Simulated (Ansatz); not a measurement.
TiAl: relaxed-ion elastic tensor

The calculation used DFT PBE, scalar-relativistic, plane waves, PAW (Ansatz 0.2.0). Cutoff 420 eV, 20×20×14 k-points (Γ-centred), Fermi-Dirac smearing of 0.15 eV. No spin polarisation.

Equilibrium structure at this level:
```yaml
crystal:
  lattice:
    - [2.82539, 0.00000, 0.00000]
    - [0.00000, 2.82539, 0.00000]
    - [0.00000, 0.00000, 4.07634]
  atoms:
    - { symbol: Ti, position: [0.00000, 0.00000, 0.00000] }
    - { symbol: Al, position: [0.50000, 0.50000, 0.50000] }
```

It was relaxed at this level from a cell as deposited in COD. In a metal, frequencies and elastic constants depend on the k mesh and the smearing, soft modes and shear constants most.

**Question.** Give the relaxed-ion elastic constants (GPa, Voigt order xx yy zz yz xz xy, on the Cartesian axes of the cell above).

**Answer.**
C11 = 196.2, C12 = 56.4, C13 = 84.9, C22 = 196.2, C23 = 84.9, C33 = 166.3, C44 = 110.0, C55 = 110.0, C66 = 39.6 GPa; the others vanish.

**Question.** Is the crystal stable against homogeneous strain?

**Answer.** Yes: the least eigenvalue of the tensor is 39.6 GPa.

**Question.** And the moduli of a polycrystal (Hill averages)?

**Answer.** B = 112 GPa, G = 67 GPa, E = 169 GPa, ν = 0.25.
